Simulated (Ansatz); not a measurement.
# Ni (hcp type): how the settings move a relaxation

How sensitive is a relaxation of Ni (hcp type) to its settings? A reference run comes first, then one run with altered input.

Computed with Ansatz 0.2.0 (reference: DFT, PBE, PAW with Ansatz's default frozen-core files, scalar-relativistic, unless a step's input says otherwise).

### Step 1. The starting structure

It takes space group P6_3/mmc (No. 194, hexagonal). The conventional cell has a = 2.495 Å, b = 2.495 Å, c = 4.042 Å, α = 90.00°, β = 90.00°, γ = 120.00°. Ni (site symmetry -6m2) has 12 Ni at 2.48 to 2.50 Å as nearest neighbours.

Structure file:

```
CELL_PARAMETERS angstrom
2.49523 0.00000 0.00000
-1.24761 2.16093 0.00000
0.00000 0.00000 4.04227
ATOMIC_POSITIONS crystal
Ni 0.33333 0.66667 0.25000
Ni 0.66667 0.33333 0.75000
```

### Step 2. The reference run

File input.yaml:

```yaml
crystal:
  lattice:
    - [2.495228857, 0.0, 0.0]
    - [-1.2476144285, 2.1609315784, 0.0]
    - [0.0, 0.0, 4.0422707483]
  atoms:
    - { symbol: Ni, position: [0.3333333333, 0.6666666667, 0.25] }
    - { symbol: Ni, position: [0.6666666667, 0.3333333333, 0.75] }
kpoints:
  mp_grid: { grid: [17, 17, 10] }
scf:
  occupations: { method: fermi_dirac, width: 0.05 }
hamiltonian:
  xc: pbe
  pseudopotentials: { kind: paw }
output:
  forces: true
  stress: true
relax:
  f_tol: 0.005
  max_steps: 40
  cell: {}
```

Launch:

```sh
$ ansatz run input.yaml --threads 1 --pin off --max-ram 2048MiB --backend cpu --events-out ev --progress --plain --runs-dir out
```

### Step 3. Changing settings: occupations.width 0.005

Changes to input.yaml since step 2:

```diff
@@ -11,3 +11,3 @@
 scf:
-  occupations: { method: fermi_dirac, width: 0.05 }
+  occupations: { method: fermi_dirac, width: 0.005 }
 hamiltonian:
@@ -18,2 +18,6 @@
   stress: true
+  write_density: true
+  write_potential: true
+  elf: true
+  volumetric_format: npy
 relax:
```

Q: Predict the outcome of this session. Wanted: for each run, ending; energy change; pressure; gap; force.

The runs gave:

```
                       run     ending        energy change  pressure (GPa)  gap (eV)  force (eV/Å)  cycles  time
                 reference  converged                    0             0.0      0.00          0.00      36  18 s
1: occupations.width 0.005  converged  +2.7 meV/atom (σ→0)             0.0      0.00          0.00      36  19 s
```

Times don't compare one to one where runs were asked for different outputs or read a saved state (see the inputs); cycles may leave out searches for a lower state.

What this shows: Changing the smearing moves the energy by +2.7 meV/atom (σ→0 values).

Real Ni is ferromagnetic; without spin these runs don't describe its ground state.
